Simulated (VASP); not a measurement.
A run of VASP 6.6.1 is set up as follows.

File INCAR:

```
PREC = Accurate ; ENCUT = 450
EDIFF = 1E-7 ; ISMEAR = 0
SIGMA = 0.02 ; LREAL = False
LASPH = True ; NELM = 60
ALGO = Normal ; ISIF = 2
LWAVE = False ; LCHARG = False
GGA = PE ; NBANDS = 14
```

The input KPOINTS:

```
Automatic mesh
0
Gamma
  4 4 4
```

POSCAR

```
Sb
1.0
   -1.8713408863      1.8713408863      1.8713408863
    1.8713408863     -1.8713408863      1.8713408863
    1.8713408863      1.8713408863     -1.8713408863
Sb
1
Direct
    0.0000000000      0.0000000000      0.0000000000
```

Potentials or basis: VASP PAW PBE potentials, release 64 (Sb_d_GW).

Command:

```bash
$ cat potpaw_PBE.64/Sb_d_GW/POTCAR > POTCAR
$ mpirun -np 1 vasp_std > vasp.out
```

Question: Estimate the band gap on the k mesh.

Answer: None (metal or under the smearing width).

Question: Predict the pressure.

Answer: 0.0 GPa.

Caveat: the k mesh is coarse (spacing up to 0.59 Å⁻¹), so the values aren't converged. Spin-orbit coupling is left out, which matters for the levels of Sb.
